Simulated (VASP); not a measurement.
**VASP inputs for ZnS (zincblende)**

INCAR, step 1 (PBE orbitals to start from)

```
LASPH = .TRUE.
ENCUT = 520
SIGMA = 0.01
EDIFF = 1E-5
NBANDS = 16
LWAVE = .TRUE.
ISMEAR = 0
LREAL = .FALSE.
GGA = PE
LCHARG = .FALSE.
PREC = Accurate
NELM = 120
```

INCAR, step 2

```
NELM = 120
LWAVE = .FALSE.
IBRION = -1
NBANDS = 16
ENCUT = 520
ALGO = Normal
ISMEAR = 0
AEXX = 0.25
GGA = PE
ISIF = 2
PREC = Accurate
EDIFF = 1E-7
SIGMA = 0.01
LREAL = .FALSE.
PRECFOCK = Fast
HFSCREEN = 0.2079
LHFCALC = .TRUE.
LASPH = .TRUE.
LCHARG = .FALSE.
ISTART = 1
NSW = 0
```

KPOINTS

```
KPOINTS created by Atomic Simulation Environment
0
Gamma
6 6 6
0 0 0
```

KPOINTS_OPT

```
special points
6
Reciprocal
0.0000000000 0.0000000000 0.0000000000 1
0.5000000000 0.0000000000 0.5000000000 1
0.5000000000 0.2500000000 0.7500000000 1
0.3750000000 0.3750000000 0.7500000000 1
0.5000000000 0.5000000000 0.5000000000 1
0.6250000000 0.2500000000 0.6250000000 1
```

POSCAR

```
Zn S
 1.0000000000000000
     0.0000000000000000    2.6940858295611427    2.6940858295611427
     2.6940858295611427    0.0000000000000000    2.6940858295611427
     2.6940858295611427    2.6940858295611427   -0.0000000000000000
 Zn  S
   1   1
Cartesian
  0.0000000000000000  0.0000000000000000 -0.0000000000000000
  1.3470429147805714  1.3470429147805714  1.3470429147805714
```

VASP ran with the recommended PBE PAW datasets (18 valence electrons in the cell).

Question: Predict the results.

Answer: gap between bands v and c 3.37 eV; least direct gap 3.37 eV; pressure 1.7 GPa.

Band v is the last that the valence electrons fill when counted band by band, and c is the next. Levels in eV from the top of v:

| point | v−1 | v | c | c+1 |
| --- | --- | --- | --- | --- |
| Γ | 0.00 | 0.00 | 3.37 | 7.68 |
| X | -2.38 | -2.38 | 4.36 | 5.25 |
| W | -3.01 | -2.91 | 6.78 | 7.58 |
| K | -3.39 | -1.94 | 5.21 | 7.30 |
| L | -0.93 | -0.93 | 4.56 | 8.18 |
